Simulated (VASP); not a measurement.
VASP 6.6.1 run: NaI

INCAR

```
NSW = 0
ISMEAR = -1
LCHARG = .FALSE.
ENCUT = 520
IBRION = -1
GGA = PE
SIGMA = 0.02
EDIFF = 1E-7
NBANDS = 14
AMIX = 0.2
ISIF = 2
BMIX = 0.0001
PREC = Accurate
LREAL = .FALSE.
NELM = 120
LWAVE = .FALSE.
LASPH = .TRUE.
```

KPOINTS

```
KPOINTS created by Atomic Simulation Environment
0
Gamma
6 6 6
0 0 0
```

POSCAR

```
Na I
 1.0000000000000000
     3.9249772123000000    0.0000000000000000    0.0000000000000000
     0.0000000000000000    3.9249772123000000    0.0000000000000000
     0.0000000000000000    0.0000000000000000    4.0405365579000003
 Na  I
   1   1
Cartesian
  0.0000000000000000  0.0000000000000000  0.0000000000000000
  1.9624886061500000  1.9624886061500000  2.0202682789500002
```

The recommended PBE PAW datasets give the neutral cell 14 valence electrons.

Command

```
mpirun -np 1 vasp_std
```

Task: Predict the outcome of this run.

Result: It converged. Results: gap between bands v and c on the k mesh 2.30 eV; least direct gap on the k mesh 2.56 eV; pressure 1.5 GPa. Band v is the last that the valence electrons fill when counted band by band, and c is the next.

OSZICAR

```
N       E                     dE             d eps       ncg     rms          rms(c)
DAV:   1     0.844749337353E+02    0.84475E+02   -0.65728E+03  1126   0.902E+02
DAV:   2     0.138383300807E+01   -0.83091E+02   -0.76461E+02  1198   0.229E+02
DAV:   3    -0.501303088732E+01   -0.63969E+01   -0.63506E+01  1468   0.609E+01
DAV:   4    -0.516027597309E+01   -0.14725E+00   -0.14720E+00  1386   0.948E+00
DAV:   5    -0.516437074320E+01   -0.40948E-02   -0.40947E-02  1444   0.160E+00    0.214E+00
DAV:   6    -0.509211703043E+01    0.72254E-01   -0.38850E-02  1404   0.125E+00    0.175E+00
DAV:   7    -0.504562871072E+01    0.46488E-01   -0.15362E-01  1360   0.230E+00    0.103E+00
DAV:   8    -0.504628844139E+01   -0.65973E-03   -0.88969E-03  1216   0.803E-01    0.308E-01
DAV:   9    -0.504655462715E+01   -0.26619E-03   -0.62914E-04  1348   0.187E-01    0.564E-02
DAV:  10    -0.504651729837E+01    0.37329E-04   -0.45408E-05  1318   0.706E-02    0.672E-02
DAV:  11    -0.504653217494E+01   -0.14877E-04   -0.22204E-05  1264   0.420E-02    0.804E-03
DAV:  12    -0.504653151850E+01    0.65644E-06   -0.24662E-06  1456   0.215E-02    0.639E-03
DAV:  13    -0.504653178239E+01   -0.26389E-06   -0.34311E-07  1276   0.465E-03    0.215E-03
DAV:  14    -0.504653183454E+01   -0.52152E-07   -0.50870E-08  1294   0.144E-03
   1 F= -.50465318E+01 E0= -.50465318E+01  d E =-.272822E-10
```

For comparison, a separate PBE run of the intended cell, on usual settings and not on those above, gives a gap of 2.30 eV on its mesh and a pressure of 1.5 GPa.
